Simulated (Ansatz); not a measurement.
Input:

ZnTe (zinc blende), conventional cell a = 6.066 Å, b = 6.066 Å, c = 6.066 Å, α = 90.00°, β = 90.00°, γ = 90.00°. The calculation uses the primitive cell of 2 atoms, to which meshes and values per cell refer.

The volume is varied about the relaxed value V₀ at fixed cell shape. Symmetry pins the atoms to their sites.

Method: PBEsol (plane waves to 420 eV, PAW, scalar-relativistic; Ansatz, a program for electronic structure). k mesh 10×10×10 (Γ-centred), Fermi-Dirac smearing 0.05 eV. E stands for the smeared free energy. Compression counts positive. Spin-orbit coupling is left out, though Te is heavy. ZnTe was relaxed with its symmetry unable to fall. The zero of ΔE is the relaxed starting cell.

The scan covers V/V₀ from 0.840 to 1.160 in 13 points.

**Question.** What is the fitted pressure derivative B₀′?

**Answer.** 4.7.

**Question.** What bulk modulus B₀ follows from a third-order Birch-Murnaghan fit?

**Answer.** 50.3 GPa.

(Under strain, the slope of the energy per volume gives the stress and its curvature an elastic modulus.)
